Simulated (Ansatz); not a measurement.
# SiGe (P6_3mc) in Ansatz: band structure with PBE0

Aim: the band structure of SiGe with PBE0.

Program: Ansatz 0.2.0. These are calculated values, not measurements. Logs are shortened: lines on timing, memory, paths and dates and some standing lists are left out, and cuts for length are marked.

### 1 Starting point

It takes space group P6_3mc (No. 186, hexagonal). The conventional cell has a = 3.904 Å, b = 3.904 Å, c = 6.451 Å, α = 90.00°, β = 90.00°, γ = 120.00°. Ge (site symmetry 3m) has 4 Si at 2.40 to 2.41 Å as nearest neighbours. Si (site symmetry 3m) is surrounded by 4 Ge at 2.40 to 2.41 Å.

The cell comes from a database or a generator and needn't be the stable form of this composition.

### 2 Band structure, PBE0

input

```
crystal:
  lattice:
    - [3.9044512986, 0.0, 0.0]
    - [-1.9522256493, 3.3813540124, 0.0]
    - [0.0, 0.0, 6.450783]
  atoms:
    - { symbol: Ge, position: [0.3333333333, 0.6666666667, 0.000392] }
    - { symbol: Ge, position: [0.6666666667, 0.3333333333, 0.500392] }
    - { symbol: Si, position: [0.3333333333, 0.6666666667, 0.374607] }
    - { symbol: Si, position: [0.6666666667, 0.3333333333, 0.874607] }
hamiltonian:
  xc: pbe0
  pseudopotentials: { kind: paw }
kpoints:
  mp_grid: { grid: [6, 6, 4] }
  band_path:
    path:
      - [[0.0, 0.0, 0.0], [0.5, 0.0, 0.0], [0.3333333333, 0.3333333333, 0.0], [0.0, 0.0, 0.0], [0.0, 0.0, 0.5], [0.5, 0.0, 0.5], [0.3333333333, 0.3333333333, 0.5], [0.0, 0.0, 0.5]]
      - [[0.5, 0.0, 0.5], [0.5, 0.0, 0.0]]
      - [[0.3333333333, 0.3333333333, 0.0], [0.3333333333, 0.3333333333, 0.5]]
    npoints: 4
scf:
  occupations: { method: fermi_dirac, width: 0.05 }
  n_extra_bands: 10
output:
  forces: true
  stress: true
  eigenvalues: true
  fatbands: false
```

Potentials or basis: Ansatz PAW.

What it wrote:

```text
Warning: output.stress: scf.convergence.dr2_threshold = 1e-7 eV (the SCF's general default) is looser than the 4e-10 eV advised for a printed stress (1e-10 eV for each atom of the cell: 4). What an SCF threshold leaves in a stress goes as its square root, and in the free energy as the threshold itself, and one threshold admits the most on a small cell: of the crystals measured, under no hybrid functional and no lock of the moments, on runs that ended without the residual-converged pass, on stresses that held no estimate of that error, the worst erred by over 100 MPa in a component at 1e-7 eV an atom and by under 5 at 1e-10. Set scf.convergence.dr2_threshold to 4e-10 eV or tighter. The threshold is an SCF's pass mark: one that does not reach it within its budget of iterations ends unconverged, or closes short of it on a stop that the run arms, and scf.convergence.dr2_threshold's page says what that costs each kind of run
Warning: output.stress: scf.exx.energy_threshold = 1e-6 eV is looser than the 4e-8 eV advised for a stress under a hybrid functional (1e-8 eV for each atom of the cell: 4). Every SCF of the exchange loop can meet its threshold on dr2 while the loop round them stops early: no threshold on dr2 bounds what that leaves in the stress. Set scf.exx.energy_threshold to 4e-8 eV or tighter. The threshold is the loop's pass mark: a loop that does not reach it within its budget of cycles ends unconverged, and scf.exx.energy_threshold's page has the law
scf.n_extra_bands = 10 over 18 filled bands (N_el = 36.0): the run solves 28 bands
GPUs: using 1 of 1 available (devices: 1).
Engine: ansatz 0.2.0, x86_64-unknown-linux-gnu
Pseudopotentials: kind: paw
Pseudopotential: Ge, paw, valence charge 14, recommended cutoff 420 eV (normal), Ge.paw.azcp
Pseudopotential: Si, paw, valence charge 4, recommended cutoff 420 eV (normal), Si.paw.azcp
Functional definition: PBE0
  parameter a = 0.25
  parameter kappa = 0.804
  parameter beta = 0.06672455060314922
  exchange = (1 - a)*pbe_x(kappa = kappa, mu = beta*pi^2/3) + a*exact_x
  correlation = pbe_c(beta = beta)
device memory: the entry about to start is reckoned to put 0.9 GiB on a device that reports 68.5 GiB free (of which the cap on the GPU budget leaves the run 18.0 GiB)
GPU FFT provider: cuFFT
GPU libraries: cuBLAS 13.8.2, cuFFT 12.4.0, cuSOLVER 12.3.4
Crystal: 4 atoms, lattice volume = 85.165 Å³
Basis set: ecut = 420 eV, 1689 PW (Γ), exchange–correlation on 54×54×90 points (8 copies of the dense FFT grid, shifted against one another)
Bands: 28, of which v1, the nominal top of the filled ones, is band 18 counted from 1 (17 counted from 0)
Symmetry: 12 space group operations
Space group: P63mc (ITA 186), of the structure as read, at distance tolerance 4.4e-5 Å
k-points: 21 of 144 (time reversal used)
Non-local potential: Ge, projectors of the file, l = 0: 2, l = 1: 2, l = 2: 3, l = 3: 1
Non-local potential: Si, projectors of the file, l = 0: 2, l = 1: 2, l = 2: 2
PAW form: soft (Blöchl's): semilocal exchange-correlation on the pseudo side does not see the compensation charge
PAW frozen core: Ge, regenerated for the run's functional, and the local potential with it (the file was generated under x = pbe(κ = 0.804, μ = 0.2195149727645171), c = pbe(β = 0.06672455060314922))
PAW frozen core: Si, regenerated for the run's functional, and the local potential with it (the file was generated under x = pbe(κ = 0.804, μ = 0.2195149727645171), c = pbe(β = 0.06672455060314922))
PAW one-centre angular grid: Ge, 590 points (default); XC on 64 Gauss nodes
[... 45 lines left out ...]
SCF iter   6: F=-9864.481289 eV  HF=-9864.481289 eV  |F-HF|=7.28e-12  |Δ(HF+E_count)|=   2.15e-9  Δρ=2.99e-7  dr2=3.43e-11  ethr=1.00e-12  ⟨swp⟩=2.0  Hψ=966  notcnv=0
SCF 3 converged in 6 iterations: F = -9864.481289 eV  dr2 = 3.43e-11
  Residual-converged pass: ⟨swp⟩=3.0  Hψ=1015  notcnv=0  max |occ|·‖R‖ = 5.8e-7 eV (tolerance 5.8e-7 eV)  dr2=3.27e-11  dr2_onsite=2.56e-12  max |Δocc| = 7.8e-18
hybrid outer 2: dexx = +1.813e-6 eV, tail = 3.42e-8 eV, Δε = 3.18e-3 eV (about 9.83e-5 eV left of the loop's levels), ΔF = 1.06e-3 eV/Å (tail 4.44e-4)
device memory: the entry about to start is reckoned to put 0.6 GiB on a device that reports 64.9 GiB free (of which the cap on the GPU budget leaves the run 18.0 GiB)
NSCF: frozen V_eff on 39 k-points, pencils in batches of 32, up to order 124
hybrid SCF converged: 2 outer / 12 inner (+3 warm-up), last move |dexx| = 1.81e-6 eV, tail = 3.42e-8 eV
Stability not checked: this state was not tested for a lower state beside it, because the functional holds exact exchange (a hybrid, or Hartree-Fock), whose exchange loop this test does not read (fock_operator; see scf.lower_state_search)
Free energy (F): -9864.481288 eV
Frozen-core exchange: fock
Harris-Foulkes:  -9864.481288 eV  (|F-HF|=7.28e-12)
Internal energy: -9864.481288 eV  (E = F + TS)
E sigma→0 (E₀):  -9864.481288 eV
Fermi energy:    7.861091 eV
--- Per-component energies (eV) ---
  E_band       = -399.002262
  E_kinetic    = 302.257812
  E_local      = -5306.533686  (includes V_loc(G=0)·N_el)
  E_nonlocal   = 891.327991
  E_hartree    = 2337.313246
  E_xc         = -201.715386
  E_vxc        = -172.636842  (∫ρ·V_xc dr)
  E_exx        = -135.036096  (= α·E_x^exact, valence–valence)
  E_paw        = -4995.107497  (= ΣΔE_a)
  E_vpaw       = -517.972912  (= ΣTr[D̂ρ^β])
  E_aug_tail   = 0.000663  (compensation charges beyond the density's cutoff)
  E_ewald      = -2756.068646
  E_core_change = -0.919690  (= ΣΔE_core)
  E_smearing   = -0.000000  (= −TS)
  E_closure    = 0.000001  (closes the sum)
  Σ components = -9864.481288   (vs F -9864.481288, Δ=1.82e-12)
--- Forces (eV/Å), atoms counted from 1 ---
  atom   1  Ge     0.00000000     0.00000000     0.00709639
  atom   2  Ge    -0.00000000    -0.00000000     0.00709639
  atom   3  Si     0.00000000     0.00000000    -0.00710996
  atom   4  Si    -0.00000000    -0.00000000    -0.00710996
  max |Σ_I F_I| component: 2.71e-5 eV/Å
--- Stress (GPa, compression-positive) ---
        0.234127       0.000000       0.000000
       -0.000000       0.234127      -0.000000
        0.000000       0.000000      -0.097161
  P = ⅓ Tr σ = 0.1237 GPa (1.237 kbar)
--- Band table (eV; the first three rows and the last of 21) ---
  k-point 0: bands = ["-20.6810", "-20.6807", "-20.6764", "-20.6764", "-20.6736", "-20.6736", "-20.6496", "-20.6496", "-20.6462", "-20.6462", "-6.9922", "-4.5932", "-1.2489", "5.3321", "5.3321", "6.7657", "7.0702", "7.0702", "8.8021", "10.0456", "10.4675", "10.4675", "11.1865", "12.8804", "12.8804", "15.1465", "15.1465", "15.1491"]
  k-point 1: bands = ["-20.6809", "-20.6807", "-20.6761", "-20.6761", "-20.6741", "-20.6741", "-20.6491", "-20.6491", "-20.6467", "-20.6467", "-6.7763", "-5.2217", "-0.1737", "4.7620", "5.5119", "5.5119", "6.6897", "6.6897", "9.0218", "10.5734", "10.8323", "10.8323", "12.0878", "12.4311", "12.4311", "15.5498", "15.7740", "15.7740"]
  k-point 2: bands = ["-20.6808", "-20.6808", "-20.6751", "-20.6751", "-20.6751", "-20.6751", "-20.6478", "-20.6478", "-20.6478", "-20.6478", "-6.1489", "-6.1489", "2.0656", "2.0656", "6.0161", "6.0161", "6.0161", "6.0161", "9.6590", "9.6590", "11.5914", "11.5914", "11.5914", "11.5914", "14.8646", "14.8646", "16.3760", "16.3760"]
  k-point 20: bands = ["-20.6799", "-20.6799", "-20.6713", "-20.6713", "-20.6713", "-20.6713", "-20.6474", "-20.6474", "-20.6472", "-20.6472", "-3.3947", "-3.3947", "-1.5903", "-1.5903", "2.0894", "2.0894", "4.7707", "4.7707", "9.7568", "9.7568", "12.2546", "12.2546", "14.5584", "14.5584", "15.4194", "15.4194", "15.7548", "15.7548"]
```

bands.tsv:

```text
# k_distance	band_0	band_1	band_2	band_3	band_4	band_5	band_6	band_7	band_8	band_9	band_10	band_11	band_12	band_13	band_14	band_15	band_16	band_17	band_18	band_19	band_20	band_21	band_22	band_23	band_24	band_25	band_26	band_27
[... 58 lines left out ...]
6.415935	-28.540893	-28.540893	-28.533337	-28.532417	-28.532417	-28.531462	-28.508965	-28.508499	-28.508499	-28.507552	-11.300207	-11.300207	-9.342239	-9.342239	-6.104773	-5.380923	-3.386045	-3.386045	2.331524	2.331524	3.274384	5.579588	6.647531	6.647531	7.373144	7.879287	7.984145	7.984145
6.537688	-28.540981	-28.540981	-28.532362	-28.532362	-28.532353	-28.532353	-28.508460	-28.508460	-28.508306	-28.508306	-11.255826	-11.255826	-9.451382	-9.451382	-5.771726	-5.771726	-3.090417	-3.090417	1.895744	1.895744	4.393495	4.393495	6.697360	6.697360	7.558311	7.558311	7.893700	7.893700
```

Run time: 82 s. Hardware: 1 × NVIDIA H100 80GB HBM3 with 2 threads of AMD EPYC 7R13 (Zen 3), shared host; peak memory 2.9 GiB.

Results:

| Property | Result |
| --- | --- |
| Free energy | -9864.4813 eV |
| Pressure | 0.1 GPa |
| Largest force | 0.007 eV/Å |
| Band gap on the k mesh | 1.62 eV, indirect (least direct gap 1.73 eV) |
| Band gap along the path | 1.62 eV, indirect (least direct gap 1.73 eV) |

Forces on the atoms (eV/Å):
```
Ge   0.000  0.000  0.007
Ge   0.000  0.000  0.007
Si   0.000  0.000 -0.007
Si   0.000  0.000 -0.007
```

Levels at the corners of the path, in eV from the valence-band top:
| point | band 14 | band 15 | band 16 | band 17 | band 18 | band 19 | band 20 | band 21 | band 22 | band 23 |
| --- | --- | --- | --- | --- | --- | --- | --- | --- | --- | --- |
| Γ | -1.74 | -1.74 | -0.30 | 0.00 | 0.00 | 1.73 | 2.98 | 3.40 | 3.40 | 4.12 |
| M | -7.11 | -5.25 | -3.50 | -3.26 | -1.69 | 1.62 | 3.39 | 4.58 | 4.77 | 5.82 |
| K | -7.88 | -5.77 | -4.00 | -4.00 | -3.74 | 2.25 | 6.51 | 6.51 | 7.25 | 7.25 |
| Γ | -1.74 | -1.74 | -0.30 | 0.00 | 0.00 | 1.73 | 2.98 | 3.40 | 3.40 | 4.12 |
| A | -5.00 | -1.05 | -1.05 | -1.05 | -1.05 | 2.59 | 2.59 | 4.52 | 4.52 | 4.52 |
| L | -8.46 | -2.82 | -2.82 | -2.77 | -2.77 | 1.90 | 1.90 | 3.11 | 3.11 | 7.45 |
| H | -8.66 | -4.98 | -4.98 | -2.30 | -2.30 | 2.69 | 2.69 | 5.18 | 5.18 | 7.49 |
| A | -5.00 | -1.05 | -1.05 | -1.05 | -1.05 | 2.59 | 2.59 | 4.52 | 4.52 | 4.52 |
| L | -8.46 | -2.82 | -2.82 | -2.77 | -2.77 | 1.90 | 1.90 | 3.11 | 3.11 | 7.45 |
| M | -7.11 | -5.25 | -3.50 | -3.26 | -1.69 | 1.62 | 3.39 | 4.58 | 4.77 | 5.82 |
| K | -7.88 | -5.77 | -4.00 | -4.00 | -3.74 | 2.25 | 6.51 | 6.51 | 7.25 | 7.25 |
| H | -8.66 | -4.98 | -4.98 | -2.30 | -2.30 | 2.69 | 2.69 | 5.18 | 5.18 | 7.49 |

Caveat: the PAW data sets come from PBE, with cores solved anew for the run's functional, which leaves a small shift of forces and pressure; the thresholds are loose for stress.
